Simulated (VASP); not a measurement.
# KI (Fm-3m) in VASP: notebook, part 2 of 2

VASP 6.6.1.

### Step 3. Single point, LDA

INCAR reads:

```
  PREC = Accurate
  ENCUT = 520
  EDIFF = 1E-7
  ISMEAR = -1
  SIGMA = 0.05
  LREAL = False
  LASPH = True
  NELM = 80
  ALGO = Normal
  ISIF = 2
  LWAVE = False
  LCHARG = False
  NBANDS = 15
```

KPOINTS reads:

```
Automatic mesh
0
Gamma
  7 7 7
```

POSCAR reads:

```
KI
1.0
    0.0000000000      3.5327750000      3.5327750000
    3.5327750000      0.0000000000      3.5327750000
    3.5327750000      3.5327750000      0.0000000000
I K
1 1
Direct
    0.5000000000      0.5000000000      0.5000000000
    0.0000000000      0.0000000000      0.0000000000
```

Potentials or basis: VASP PAW LDA potentials, release 64 (I, K_sv).

Launch:

```sh
$ cat potpaw_LDA.64/I/POTCAR potpaw_LDA.64/K_sv/POTCAR > POTCAR
$ mpirun -np 1 vasp_std > vasp.out
```

OUTCAR:

```text
PREC = Accurate
   ENCUT = 520
   EDIFF = 1E-7
   ISMEAR = -1
   LREAL = False
   LASPH = True
   NELM = 80
   ISIF = 2

 ion  position               nearest neighbor table
   1  0.500  0.500  0.500-   2 3.53   2 3.53   2 3.53   2 3.53   2 3.53   2 3.53
   2  0.000  0.000  0.000-   1 3.53   1 3.53   1 3.53   1 3.53   1 3.53   1 3.53

  LATTYP: Found a face centered cubic cell.
 ALAT       =     7.0655500000

  Lattice vectors:

 A1 = (   0.0000000000,   3.5327750000,   3.5327750000)
 A2 = (   3.5327750000,   0.0000000000,   3.5327750000)
 A3 = (   3.5327750000,   3.5327750000,   0.0000000000)

Analysis of symmetry for initial positions (statically):
=====================================================================
 Subroutine PRICEL returns:
 Original cell was already a primitive cell.

 Routine SETGRP: Setting up the symmetry group for a
 face centered cubic supercell.

 Subroutine GETGRP returns: Found 48 space group operations
 (whereof 48 operations were pure point group operations)
 out of a pool of 48 trial point group operations.

The static configuration has the point symmetry O_h .

Analysis of symmetry for dynamics (positions and initial velocities):
=====================================================================
 Subroutine PRICEL returns:
 Original cell was already a primitive cell.

 Routine SETGRP: Setting up the symmetry group for a
 face centered cubic supercell.

 Subroutine GETGRP returns: Found 48 space group operations
 (whereof 48 operations were pure point group operations)
 out of a pool of 48 trial point group operations.

The dynamic configuration has the point symmetry O_h .

 Subroutine INISYM returns: Found 48 space group operations
 (whereof 48 operations are pure point group operations),
 and found     1 'primitive' translations

----------------------------------------------------------------------------------------

                                     Primitive cell

  volume of cell :      88.1816

  direct lattice vectors                    reciprocal lattice vectors
     0.000000000  3.532775000  3.532775000    -0.141531799  0.141531799  0.141531799
[... 115 lines left out ...]
 maximum number of plane-waves:      2421
 NGX is ok and might be reduce to    40
   NGX = 19   NGY = 19   NGZ = 19

 number of electron      15.9999999 magnetization

 Free energy of the ion-electron system (eV)
  ---------------------------------------------------
  ext. energy  EPLUGINS =         0.00000000
  ---------------------------------------------------
  free energy    TOTEN  =        -6.12863754 eV

  energy without entropy =       -6.12863754  energy(sigma->0) =       -6.12863754

 E-fermi :   0.4953     XC(G=0):  -7.6249

 val. band max:       -0.6243767880   @ k =   0.0000   0.0000   0.0000
 cond. band min:       2.9906163747   @ k =   0.0000   0.0000   0.0000
 fundamental gap:      3.6149931627
 Fermi energy:         0.4952542011

 k-point     1 :       0.0000    0.0000    0.0000
  band No.  band energies     occupation
      1     -28.7627      2.00000
      2     -12.4875      2.00000
      3     -12.4875      2.00000
      4     -12.4875      2.00000
      5     -11.1950      2.00000
      6      -0.6244      2.00000
      7      -0.6244      2.00000
      8      -0.6244      2.00000
      9       2.9906      0.00000
     10       5.6580      0.00000
     11       5.6580      0.00000
     12       5.6580      0.00000
     13       6.4166      0.00000
     14       6.4166      0.00000
[... 329 lines left out ...]
      2     -12.5618      2.00000
      3     -12.5243      2.00000
      4     -12.5086      2.00000
      5     -10.9760      2.00000
      6      -1.4572      2.00000
      7      -1.4313      2.00000
      8      -1.1272      2.00000
      9       5.2255      0.00000
     10       5.8742      0.00000
     11       6.0121      0.00000
     12       7.3167      0.00000
     13       7.9761      0.00000
     14       8.4737      0.00000
     15       9.2748      0.00000

------------------------ aborting loop because EDIFF is reached ----------------------------------------

  FORCE on cell =-STRESS in cart. coord.  units (eV):
  Direction    XX          YY          ZZ          XY          YZ          ZX
  --------------------------------------------------------------------------------------
  -------------------------------------------------------------------------------------
  Total       -0.7084535     -0.7084535     -0.7084535     -0.0000000      0.0000000      0.0000000
  in kB      -12.8719404    -12.8719404    -12.8719404     -0.0000000      0.0000000      0.0000000
  external PRESSURE =     -12.8719404 kB  Pullay stress =       0.0000000 kB

 VOLUME and BASIS-vectors are now :
 -----------------------------------------------------------------------------
  energy-cutoff  :      520.00
  volume of cell :       88.18
      direct lattice vectors                 reciprocal lattice vectors
     0.000000000  3.532775000  3.532775000    -0.141531799  0.141531799  0.141531799
     3.532775000  0.000000000  3.532775000     0.141531799 -0.141531799  0.141531799
     3.532775000  3.532775000  0.000000000     0.141531799  0.141531799 -0.141531799

 POSITION                                       TOTAL-FORCE (eV/Angst)
 -----------------------------------------------------------------------------------
      3.53277      3.53277      3.53277        -0.000000     -0.000000     -0.000000
      0.00000      0.00000      0.00000         0.000000      0.000000      0.000000
 -----------------------------------------------------------------------------------
    total drift:                                0.000000     -0.000000     -0.000000

  FREE ENERGIE OF THE ION-ELECTRON SYSTEM (eV)
  ---------------------------------------------------
  free  energy   TOTEN  =        -6.1286375437 eV

  energy  without entropy=       -6.1286375437  energy(sigma->0) =       -6.12863754
```

OSZICAR:

```text
N       E                     dE             d eps       ncg     rms          rms(c)
DAV:   1     0.941302982387E+02    0.94130E+02   -0.62938E+03   600   0.898E+02
DAV:   2    -0.876321007345E-01   -0.94218E+02   -0.87309E+02   761   0.235E+02
DAV:   3    -0.597221663765E+01   -0.58846E+01   -0.58551E+01   848   0.472E+01
DAV:   4    -0.622820264127E+01   -0.25599E+00   -0.25591E+00   977   0.938E+00
DAV:   5    -0.623053202280E+01   -0.23294E-02   -0.23293E-02   861   0.927E-01    0.323E+00
DAV:   6    -0.614412124233E+01    0.86411E-01   -0.81316E-02   740   0.184E+00    0.226E+00
DAV:   7    -0.612820792777E+01    0.15913E-01   -0.80444E-02   768   0.154E+00    0.835E-01
DAV:   8    -0.612874149489E+01   -0.53357E-03   -0.12189E-02   726   0.793E-01    0.253E-01
DAV:   9    -0.612864263087E+01    0.98864E-04   -0.33526E-04   846   0.112E-01    0.164E-01
DAV:  10    -0.612865227155E+01   -0.96407E-05   -0.43448E-04   733   0.959E-02    0.108E-01
DAV:  11    -0.612863775478E+01    0.14517E-04   -0.88776E-05   720   0.555E-02    0.352E-02
DAV:  12    -0.612863758413E+01    0.17065E-06   -0.41470E-06   853   0.114E-02    0.129E-02
DAV:  13    -0.612863754369E+01    0.40436E-07   -0.24764E-07   746   0.318E-03
   1 F= -.61286375E+01 E0= -.61286375E+01  d E =-.146576E-10
```

stdout:

```text
POSCAR found type information on POSCAR I K
 POSCAR found :  2 types and       2 ions
 scaLAPACK will be used
 LDA part: xc-table for (Slater(with rela. corr.)+CA(PZ))
 , standard interpolation
 POSCAR, INCAR and KPOINTS ok, starting setup
 FFT: planning ... GRIDC
 FFT: planning ... GRID_SOFT
 FFT: planning ... GRID
 WAVECAR not read
 entering main loop
```

Run time: 16 s. Hardware: 1 thread of AMD EPYC 9R45 (Zen 5), shared host; peak memory 0.16 GiB.

Results:

```
Free energy            : -6.1286 eV
Pressure               : -1.3 GPa
Band gap on the k mesh : 3.62 eV, direct
```

Caveat: spin-orbit coupling is left out, which moves the levels of the heavy elements.

### Step 4. Single point, PBEsol

INCAR reads:

```
SYSTEM = KI
ALGO = Normal
EDIFF = 1E-6
ENCUT = 520
GGA = PS
ISIF = 2
ISMEAR = -1
LASPH = .TRUE.
LCHARG = .TRUE.
LELF = .TRUE.
LREAL = .FALSE.
LVHAR = .TRUE.
LWAVE = .FALSE.
NBANDS = 15
NELM = 80
PREC = Accurate
SIGMA = 0.05
```

KPOINTS reads:

```
k-points
0
G
  6 6 6
  0 0 0
```

POSCAR is that of step 3.

Potentials or basis: VASP PAW PBE potentials, release 64 (I, K_sv).

Launch:

```sh
$ cat potpaw_PBE.64/I/POTCAR potpaw_PBE.64/K_sv/POTCAR > POTCAR
$ mpirun -np 1 vasp_std > vasp.out
```

It took 23 s on 1 thread of Intel Xeon Platinum 8375C at 2.90GHz (Ice Lake), shared host; peak memory 0.24 GiB.

The run converged. Its results:

* Free energy: -5.8146 eV
* Pressure: -0.2 GPa
* Band gap on the k mesh: 3.81 eV, direct

Levels at points of the mesh, in eV from the valence-band top:
```tsv
k point	band 5	band 6	band 7	band 8	band 9	band 10	band 11	band 12
(0.00, 0.00, 0.00)	-10.54	0.00	0.00	0.00	3.81	6.43	6.43	6.43
(0.50, 0.00, 0.00)	-10.24	-1.35	-0.34	-0.34	5.38	7.61	8.07	8.07
(0.50, 0.50, 0.00)	-10.39	-1.02	-0.37	-0.37	4.83	5.67	8.07	8.65
```

Caveat: the PAW data sets were made with another functional, which shifts forces and pressure a little; spin-orbit coupling is left out, which moves the levels of the heavy elements.

### Step 5. Overview

| level | potentials or basis | k mesh | gap on the mesh (eV) | pressure (GPa) |
| --- | --- | --- | --- | --- |
| PBEsol | VASP PAW PBE potentials, release 64 (I, K_sv) | 7 × 7 × 7 | 3.81 | -0.2 |
| LDA | VASP PAW LDA potentials, release 64 (I, K_sv) | 7 × 7 × 7 | 3.62 | -1.3 |
| PBEsol | VASP PAW PBE potentials, release 64 (I, K_sv) | 6 × 6 × 6 | 3.81 | -0.2 |

Alike in all rows: task single point; no spin polarisation; cell as given; cutoff (eV) 520; smearing fermi-dirac 0.05 eV.

Caveats: spin-orbit coupling is left out, which moves the levels of the heavy elements; the PAW data sets were made with another functional, which shifts forces and pressure a little (some runs).

Total energies depend on the potentials used, so only differences within one code and one set of settings carry meaning.

### Step 6. Comparison with measurements

Step 2. Against the measured gap of KI, 6.32 eV (a printed reference work, monograph), the calculated 3.81 eV is off by -2.51 eV. Spin-orbit coupling on I is left out. The value is that of PBEsol on a finite k mesh, which can miss the band edges, without temperature or zero-point motion. Semilocal functionals fall short of measured gaps as a rule.

Step 3. Measured gap of KI: 6.32 eV (a printed reference work, monograph). This calculation gives 3.62 eV (-2.71 eV). Spin-orbit coupling on I is left out. The value is that of LDA, without temperature or zero-point motion. Semilocal functionals fall short of measured gaps as a rule.

Step 4. Against the measured gap of KI, 6.32 eV (a printed reference work, monograph), the calculated 3.81 eV is off by -2.51 eV. Spin-orbit coupling on I is left out. The value is that of PBEsol, without temperature or zero-point motion. Semilocal functionals fall short of measured gaps as a rule.
